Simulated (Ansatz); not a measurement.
The system is TaN.

```
Ta N
1.0
     2.93800    0.00000    0.00000
    -1.46900    2.54438    0.00000
     0.00000    0.00000    2.88300
Ta N
1 1
Cartesian
  0.0000 0.0000 1.4415
  1.4690 0.8481 0.0000
```

Base run:

```yaml
Program: Ansatz 0.2.0
Functional: PBEsol
Potentials_or_basis: Ansatz PAW
Cutoff: "420 eV (not typed: the program's choice for these potentials)"
k_mesh: 10 × 10 × 9
Occupations: fermi-dirac, width 0.05 eV
Spin: no spin polarisation
```

Its results: band gap on the k mesh none (metal or under the smearing width); pressure -4.9 GPa.

Question: The run is repeated on the same cell with these changes: hubbard terms from none to Ta d U = 4 eV; hubbard projectors from none to ortho-atomic (the default). What comes out?

Answer: Band gap on the k mesh none (metal or under the smearing width); pressure -1.2 GPa.

Caveats: the PAW data sets come from PBE, with cores solved anew for the run's functional, which leaves a small shift of forces and pressure; U without spin polarisation on a metal has little footing (some runs).
